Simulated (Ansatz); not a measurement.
**What a trial cell of Sc relaxes into**

These are results of DFT PBE, scalar-relativistic, plane waves, PAW in Ansatz, not measurements. Cutoff 420 eV, Γ-centred k mesh, Gaussian smearing, no spin polarisation in the final step.

Sc was placed on the sites of a reported N cell (Pnma, No. 62), at a guessed volume.

```
CELL_PARAMETERS angstrom
4.54750 0.00000 0.00000
0.00000 7.53895 0.00000
0.00000 0.00000 3.39075
ATOMIC_POSITIONS crystal
Sc 0.02050 0.25000 0.63480
Sc 0.97950 0.75000 0.36520
Sc 0.47950 0.75000 0.13480
Sc 0.52050 0.25000 0.86520
```

Cell and atoms relax at zero pressure; the relaxation can't lower the symmetry of the start. After a coarse first stage the cell is made exact in the group found at 0.06 Å.

Question: Which crystal results?

Answer: It ends in P6_3/mmc (No. 194). The result has the hcp structure. Conventional cell: a = 3.319 Å, c = 5.162 Å. Sc has 12 Sc at 3.21–3.32 Å.

```
Sc
1.0
     3.31934    0.00000    0.00000
    -1.65967    2.87463    0.00000
     0.00000    0.00000    5.16227
Sc
2
Direct
  0.33333 0.66667 0.25000
  0.66667 0.33333 0.75000
```

Question: What are its volume, density and gap?

Answer: The volume per atom is 24.63 Å³, the density is 3.03 g/cm³ and the gap on the 21×21×12 mesh is 0 eV (a metal).

The final run used a 21×21×12 mesh on its 2-atom cell and 0.10 eV smearing. Symmetry constrained the relaxation, so the result can be a saddle point. The steps took roughly 90 core-seconds in all.